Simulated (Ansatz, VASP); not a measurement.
## Two plane-wave programs on BaTe

INCAR

```
SYSTEM = BaTe
PREC = Accurate
ENCUT = 520
EDIFF = 1E-7
ISMEAR = 0
SIGMA = 0.02
LREAL = .False.
LASPH = .True.
NELM = 100
ALGO = Normal
ISIF = 2
LWAVE = .False.
LCHARG = .True.
GGA = PS
LELF = .True.
LVHAR = .True.
NBANDS = 15
```

File KPOINTS:

```
Automatic mesh
0
Gamma
  8 8 8
  0 0 0
```

The input POSCAR:

```
BaTe
1.0
    0.0000000000      3.3225186066      3.3225186066
    3.3225186066      0.0000000000      3.3225186066
    3.3225186066      3.3225186066      0.0000000000
Ba Te
1 1
Direct
    0.0000000000      0.0000000000      0.0000000000
    0.5000000000      0.5000000000      0.5000000000
```

Input for Ansatz:

```yaml
crystal:
  lattice:
    - [0.0, 3.3225186066, 3.3225186066]
    - [3.3225186066, 0.0, 3.3225186066]
    - [3.3225186066, 3.3225186066, 0.0]
  atoms:
    - { symbol: Ba, position: [0.0, 0.0, 0.0] }
    - { symbol: Te, position: [0.5, 0.5, 0.5] }
basis:
  ecutwfc: 420
kpoints:
  mp_grid: { grid: [8, 8, 8] }
hamiltonian:
  xc: pbesol
scf:
  occupations: { method: gaussian, width: 0.02 }
output:
  forces: true
  stress: true
  eigenvalues: true
```

Alike in both runs: task single point; functional PBEsol; k mesh 8 × 8 × 8; occupations gaussian, width 0.02 eV; no spin polarisation.

```csv
,VASP,Ansatz
version,VASP 6.6.1,Ansatz 0.2.0
potentials or method,"VASP PAW PBE potentials, release 64 (Ba_sv, Te)","scalar-relativistic, plane waves, PAW"
plane-wave cutoff (eV),520,420
valence electrons in the cell,16,26
```

|  | VASP | Ansatz | Ansatz less VASP |
| --- | --- | --- | --- |
| gap on the k mesh at the Fermi level (eV) | 1.01 | 1.13 | +0.123 |
| least direct gap on the mesh (eV) | 1.37 | 1.45 | +0.076 |
| pressure (GPa) | 6.2 | 5.6 | -0.60 |

The functional is the same, so the differences come from potentials, cutoffs and numerics. The two sets of potentials don't hold the same shells in valence.

Caveats: the PAW data sets were made with another functional, which shifts forces and pressure a little (VASP); spin-orbit coupling is left out, which moves the levels of the heavy elements. A k mesh can miss the band edges.
